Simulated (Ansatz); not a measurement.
**Band transport in Ni₃Ge**

Theory: Ansatz, DFT PBEsol, scalar-relativistic, plane waves, PAW. Settings: 420 eV plane-wave cutoff, Γ-centred 12×12×12 mesh, Fermi-Dirac smearing of 0.15 eV. No spin polarisation.

The cell, relaxed at this level:
```yaml
crystal:
  lattice:
    - [3.52699, 0.00000, 0.00000]
    - [0.00000, 3.52699, 0.00000]
    - [0.00000, 0.00000, 3.52699]
  atoms:
    - { symbol: Ni, position: [0.50000, 0.00000, 0.50000] }
    - { symbol: Ni, position: [0.00000, 0.50000, 0.50000] }
    - { symbol: Ni, position: [0.50000, 0.50000, 0.00000] }
    - { symbol: Ge, position: [0.00000, 0.00000, 0.00000] }
```

In a metal these results depend on the k mesh and the smearing. Spin polarisation was left out, and a magnetic state may lie lower.

Constant relaxation time and rigid bands. The levels are interpolated over the whole zone and filled by a Fermi function at the stated temperature, with the chemical potential set by the electron count. Seebeck coefficients of a few μV/K are small differences and uncertain even in sign.

Task: Give the Drude plasma energies, the density of states at the chemical potential and σ/τ at 300 K.

Result:
- Plasma energy xx, yy, zz: 1.76, 1.76, 1.76 eV
- Density of states (thermally broadened): 2.24 states/eV/cell
- Conductivity over τ, xx, yy, zz: 0.6, 0.6, 0.6 ×10²⁰ (Ω·m·s)⁻¹

Task: And the Seebeck coefficient (μV/K)?

Result:
```json
{"T (K)": "300", "Sxx": "0.6", "Syy": "0.6", "Szz": "0.6"}
{"T (K)": "600", "Sxx": "-20.0", "Syy": "-20.0", "Szz": "-20.0"}
{"T (K)": "900", "Sxx": "-41.1", "Syy": "-41.1", "Szz": "-41.1"}
```

Whether Ni3Ge exists in this form wasn't checked.

Cost: 1 run of about 12 core-minutes, on Intel Xeon Processor @ 2.50GHz (Skylake/Cascade Lake) (shared hosts).